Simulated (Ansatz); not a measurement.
Crystal: CuO.

```
CELL_PARAMETERS angstrom
2.34185 -1.71130 0.00000
-1.49182 -1.71130 -5.05787
2.34185 5.13390 0.00000
ATOMIC_POSITIONS crystal
Cu 0.32133 0.95658 0.29054
Cu 0.67867 0.04342 0.70946
Cu 0.32256 0.52186 0.68365
Cu 0.67744 0.47814 0.31635
O 0.41767 0.70732 0.00990
O 0.41393 0.79268 0.65850
O 0.22494 0.34817 0.07342
O 0.94346 0.15183 0.25818
```

Base run:

* Program: Ansatz 0.2.0
* Functional: PBE
* Potentials or basis: Ansatz PAW
* Cutoff: 420 eV (not typed: the program's choice for these potentials)
* k mesh: 13 × 7 × 7
* Occupations: fermi-dirac, width 0.05 eV
* Spin: no spin polarisation

Its results: band gap on the k mesh none (metal or under the smearing width); pressure 55.8 GPa; largest force 16.290 eV/Å.

Question: The run is repeated on the same cell with these changes: cutoff from 420 eV (not typed: the program's choice for these potentials) to 250 eV; k mesh from 13 × 7 × 7 to 9 × 5 × 5. What comes out?

Answer: Band gap on the k mesh none (metal or under the smearing width); pressure 59.2 GPa; largest force 16.087 eV/Å.

Caveats: a pressure of tens of GPa on the cell as given is suspect, and the run, the potentials or the cell itself is likely at fault; the run has no spin polarisation, though such a crystal can be magnetic; semilocal functionals often make such compounds metallic where correlation or magnetic order opens a gap, which also shifts bond lengths; forces of over 1 eV/Å show positions far from the minimum, so gaps and moduli don't describe the material at rest; the pressure holds a Pulay correction of +196.0 GPa for the finite cutoff (some runs); the cutoff lies under the one recommended for these potentials (some runs).
